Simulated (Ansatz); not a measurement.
**Stiffness of CaSe from strained cells**

```yaml
crystal:
  lattice:
    - [0.00000, 2.97024, 2.97024]
    - [2.97024, 0.00000, 2.97024]
    - [2.97024, 2.97024, 0.00000]
  atoms:
    - { symbol: Ca, position: [0.00000, 0.00000, 0.00000] }
    - { symbol: Se, position: [0.50000, 0.50000, 0.50000] }
```

Atom numbers follow the list: Ca1, Se2.

The cell is the one relaxed in the Materials Project (mp-1415), not relaxed further here; entries there can be hypothetical.

The calculation used DFT, LDA, all-electron LAPW, scalar-relativistic in Ansatz 0.2.0.

The runs use a Γ-centred 9×9×9 k mesh, Fermi–Dirac smearing of 0.03 eV, basis error target 0.25 meV/atom, no spin polarisation.

The unstrained cell is at -3.73 GPa. Large strains and very small stresses are left out. Each strain is applied once, with fractional coordinates held (clamped ions), and σ below is the change of stress, positive in tension. One finite strain gives stress–strain coefficients at this pressure with an error of the order of the strain times third-order constants, a few per cent for each per cent of strain.

(1) Estimate the stiffness probed by this change, and the stress that it gives: z strained by -3 % at fixed volume.

(2) Estimate the stiffness probed by this change, and the stress that it gives: z strained by -1 % at fixed volume.

(3) The two estimates of C11 − C12 differ. Why, and which value is best?

Results:

(1) σzz − σxx = -3.85 GPa and εzz − εxx = -0.0453, so C11 − C12 = (σzz − σxx)/(εzz − εxx) = 85 GPa.

(2) σzz − σxx = -1.18 GPa and εzz − εxx = -0.0150, so C11 − C12 = (σzz − σxx)/(εzz − εxx) = 79 GPa.

(3) Finite strains add third-order terms, which change sign with the strain, and grow with it; the smaller strain's 79 GPa is the better value.
